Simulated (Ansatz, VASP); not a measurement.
## Two plane-wave programs on Cr

INCAR

```
  ALGO = Normal
  EDIFF = 1E-7
  ENCUT = 520
  GGA = PE
  ISIF = 2
  ISMEAR = 0
  LASPH = T
  LCHARG = T
  LELF = T
  LREAL = F
  LVHAR = T
  LWAVE = F
  NBANDS = 12
  NELM = 80
  PREC = Accurate
  SIGMA = 0.05
```

File KPOINTS:

```
k-points
0
Gamma
  22 22 22
```

Contents of POSCAR:

```
Cr
1.0
   -1.4145522798      1.4145522798      1.4145522798
    1.4145522798     -1.4145522798      1.4145522798
    1.4145522798      1.4145522798     -1.4145522798
Cr
1
Direct
    0.0000000000      0.0000000000      0.0000000000
```

Input for Ansatz:

```yaml
crystal:
  lattice:
    - [-1.4145522798, 1.4145522798, 1.4145522798]
    - [1.4145522798, -1.4145522798, 1.4145522798]
    - [1.4145522798, 1.4145522798, -1.4145522798]
  atoms:
    - { symbol: Cr, position: [0.0, 0.0, 0.0] }
basis:
  ecutwfc: 420
  ecutrho_ratio: 4
kpoints:
  mp_grid: { grid: [22, 22, 22] }
hamiltonian:
  xc: pbe
scf:
  occupations: { method: gaussian, width: 0.05 }
output:
  forces: true
  stress: true
  eigenvalues: true
```

Alike in both runs: task single point; functional PBE; k mesh 22 × 22 × 22; occupations gaussian, width 0.05 eV; no spin polarisation.

```csv
,VASP,Ansatz
version,VASP 6.6.1,Ansatz 0.2.0
potentials or method,"VASP PAW PBE potentials, release 64 (Cr_pv)","scalar-relativistic, plane waves, PAW"
plane-wave cutoff (eV),520,420
valence electrons in the cell,12,14
```

VASP gave:

```
gap on the k mesh at the Fermi level (eV) : none
pressure (GPa)                            : 4.9
```

Problem. Which values does Ansatz return?

Solution. gap on the k mesh at the Fermi level (eV): none; pressure (GPa): 5.5.

A gap of «none» marks a metal or a gap that the smearing closes. The two sets of potentials don't hold the same shells in valence.

Caveats: the run has no spin polarisation, though such a crystal can be magnetic. Spin polarisation is off, so any magnetic state and its effect on volume and gap are missing.
